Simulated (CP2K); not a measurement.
Runs of CP2K 2026.2 on TiAl. Symmetry: Pm-3m, No. 221, cubic system. The conventional cell has a = 3.179 Å, b = 3.179 Å, c = 3.179 Å, α = 90.00°, β = 90.00°, γ = 90.00°. Around Ti (site symmetry m-3m) lie 8 Al at 2.75 Å. Al (site symmetry m-3m) is surrounded by 8 Ti at 2.75 Å. The cell comes from a database or a generator and needn't be the stable form of this composition.

```tsv
task	level	smearing	NGRIDS	CUTOFF of the grids	points a segment of the path (NPOINTS)	bands added on the path	gap on the mesh (eV)	pressure (GPa)
single point	RPBE	fermi-dirac 0.05 eV	4	675 Ry	-	-	none	2.5
single point	PBE	gaussian 0.1 eV	5	450 Ry	-	-	none	0.9
single point	RPBE	gaussian 0.02 eV	5	450 Ry	-	-	none	(a)
band structure	LDA	fermi-dirac 0.05 eV	4	675 Ry	10	6	none	-3.4
band structure	HLE17	fermi-dirac 0.05 eV	4	675 Ry	10	6	none	(b)
```

Alike in all rows: potentials or basis POTENTIAL_UZH Ti GTH-PBE-q12, Al GTH-PBE-q3; TZVP-MOLOPT-PBE-GTH basis; no spin polarisation; cell as given; k mesh 8 × 8 × 8.

Q: Estimate the missing entries.

A: (a) 2.4; (b) -14.1.

Caveats: the basis of atomic orbitals isn't converged, which shifts pressures, moduli and gaps; the potentials were made for another functional, which shifts forces and pressure (some runs); the potentials were made for a functional far from this one (some runs).

A gap of «none» marks a metal or a gap under the smearing width.
